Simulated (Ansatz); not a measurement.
Crystal: TiO2.

```xyz
9
Lattice="2.9683 0.0000 0.0000 0.0002 4.7076 0.0000 1.4836 0.2424 7.0835" Properties=species:S:1:pos:R:3 pbc="T T T"
Ti    0.0111    0.0020    0.0050
Ti    1.4933    2.3377    2.2452
Ti    2.9797    2.6161    4.8486
O     1.4969    0.9041    0.9105
O     2.9795    1.5111    3.2009
O     1.4967    1.6498    5.7110
O     2.9804    3.3042    1.3825
O     1.4963    3.4427    3.8925
O     2.9811    4.0496    6.1826
```

The cell comes from a database or a generator and needn't be the stable form of this composition.

Base run:

- Program: Ansatz 0.2.0
- Functional: PBE
- Potentials or basis: Ansatz PAW
- Cutoff: 420 eV (not typed: the program's choice for these potentials)
- k mesh: 13 × 8 × 5
- Occupations: fermi-dirac, width 0.05 eV
- Spin: no spin polarisation

Its results: band gap on the k mesh 2.26 eV, indirect (least direct gap 2.32 eV); pressure 3.7 GPa; largest force 0.119 eV/Å.

Task: The run is repeated on the same cell with these changes: cutoff from 420 eV (not typed: the program's choice for these potentials) to 250 eV; k mesh from 13 × 8 × 5 to 9 × 6 × 4. What comes out?

Result: Band gap on the k mesh 2.27 eV, indirect (least direct gap 2.35 eV); pressure -4.6 GPa; largest force 0.354 eV/Å.

Caveats: odd divisions of the mesh miss points on the zone boundary, where band edges often lie, so the gap on the mesh can be too wide; the pressure holds a Pulay correction of +98.6 GPa for the finite cutoff (some runs); the cutoff lies under the one recommended for these potentials (some runs).

A k mesh can miss the band edges.
